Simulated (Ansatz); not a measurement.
## Si under changes of volume

One of the cells (19.522 Å³/atom); the others are scaled copies at fixed shape and fractional positions:

```xyz
2
Lattice="4.1209 0.0000 0.0000 -2.0605 3.5688 0.0000 0.0000 0.0000 2.6548" Properties=species:S:1:pos:R:3 pbc="T T T"
Si    0.0000    2.3792    1.3274
Si    2.0605    1.1896    1.3274
```

The cell was built by a generator and needn't be a form met in nature.

```yaml
Program: Ansatz 0.2.0
Functional: PBE
Potentials_or_basis: Ansatz PAW
Cutoff: "420 eV (not typed: the program's choice for these potentials)"
k_mesh: 8 × 8 × 10
Occupations: fermi-dirac, width 0.05 eV
Spin: no spin polarisation
```

| volume (Å³/atom) | energy over the lowest point (meV/atom) | pressure (GPa) |
| --- | --- | --- |
| 18.351 | ? | ? |
| 18.741 | 8.74 | 3.7 |
| 19.132 | 2.14 | 1.8 |
| 19.522 | 0.00 | 0.0 |
| 19.913 | 1.91 | -1.5 |
| 20.303 | 7.49 | -3.0 |
| 20.693 | 16.34 | -4.2 |

Question: What does the run at 18.351 Å³/atom give?

Answer: Energy over the lowest point 20.31 meV/atom; pressure 5.9 GPa.

Worked out: A Birch-Murnaghan fit of order 3 (a polynomial in V^(-2/3)) to the other rows has its minimum at 19.53 Å³/atom with B0 = V·E''(V) = 83 GPa and B' = 4.0 at fixed shape and positions, which overstates the stiffness. It gives 20.27 meV/atom at 18.351 Å³/atom, against the run's 20.31, and -dE/dV = 5.8 GPa, against 5.9.

Energies are extrapolated to zero smearing.
